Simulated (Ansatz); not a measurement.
BaSnO₃ (cubic perovskite)

```
CELL_PARAMETERS angstrom
      8.35215     0.00000     0.00000
      4.17608     4.17608     0.00000
      0.00000     0.00000     4.17608
ATOMIC_POSITIONS crystal
  Ba 0.00000 0.00000 0.00000
  Ba 0.50000 0.00000 0.00000
  Sn 0.00000 0.50000 0.50000
  Sn 0.50000 0.50000 0.50000
  O  0.75000 0.50000 0.50000
  O  0.25000 0.50000 0.50000
  O  0.00000 0.50000 0.00000
  O  0.50000 0.50000 0.00000
  O  0.25000 0.00000 0.50000
  O  0.75000 0.00000 0.50000
```

The atoms are displaced by Q × the pattern below (from a DFPT mode at M = (0.5, 0.5, 0.0), largest move 1; Q in Å), at fixed cell. (q is in reciprocal vectors of the primitive cell; the cell shown is doubled to hold the pattern.)

```json
[
 {"atom": "O5", "x": "1.000", "y": "0.000", "z": "0.000"},
 {"atom": "O6", "x": "-1.000", "y": "0.000", "z": "0.000"},
 {"atom": "O9", "x": "0.000", "y": "-1.000", "z": "0.000"},
 {"atom": "O10", "x": "0.000", "y": "1.000", "z": "0.000"}
]
```

Atoms not listed stay in place.

Computed with PBE (plane waves to 420 eV, PAW, scalar-relativistic; Ansatz, a first-principles code). k mesh 8×8×8 (Γ-centred), Fermi-Dirac smearing 0.05 eV. BaSnO3 was relaxed with its symmetry unable to fall. 

| Q (Å) | −dE/dQ from forces (eV/Å) |
|---|---|
| -0.100 | 4.698 |
| -0.083 | 3.791 |
| -0.067 | 2.950 |
| -0.050 | 2.163 |
| -0.033 | 1.418 |
| -0.017 | 0.702 |
| 0.000 | 0.000 |
| 0.017 | -0.702 |
| 0.033 | -1.418 |
| 0.050 | -2.163 |
| 0.067 | -2.950 |
| 0.083 | -3.791 |
| 0.100 | -4.698 |

What harmonic wavenumber does the curvature at Q = 0 give?

422 cm⁻¹. E″ = 41.97 eV/Å², M = Σ mᵢ|uᵢ|² = 64.0 u, ν̃ = 521.5·√(|E″|/M).

(For displaced atoms, the force is minus the slope of the energy, and its curvature is a force constant, which sets phonon frequencies.)
